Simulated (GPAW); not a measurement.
The system is InP.

```
In P
1.0
     0.00000    2.93050    2.93050
     2.93050    0.00000    2.93050
     2.93050    2.93050    0.00000
In P
1 1
Direct
  0.00000 0.00000 0.00000
  0.25000 0.25000 0.25000
```

Base run:

| Property | Result |
| --- | --- |
| Program | GPAW 26.7.0 |
| Functional | LDA |
| Potentials or basis | JTH PAW 2.0, LDA |
| Cutoff | 600 eV |
| Basis | pw |
| k mesh | 6 × 6 × 6 |
| Occupations | fermi-dirac, width 0.05 eV |
| Spin | no spin polarisation |

Its results: band gap on the k mesh 0.46 eV, direct; pressure -1.4 GPa.

**Question.** The run is repeated on the same cell with these changes: potentials or basis from JTH PAW 2.0, LDA to the program's PAW data sets (release 1.2.1) made for this functional; cutoff from 600 eV to 500 eV. What comes out?

**Answer.** Band gap on the k mesh 0.47 eV, direct; pressure -1.9 GPa.

Caveats: spin-orbit coupling is left out, which moves the levels of the heavy elements; the program truncates these outside data sets (some runs); the cutoff is short for stress and forces, so pressures can be off by a GPa or more (some runs).

Not every run made on this cell is shown here.
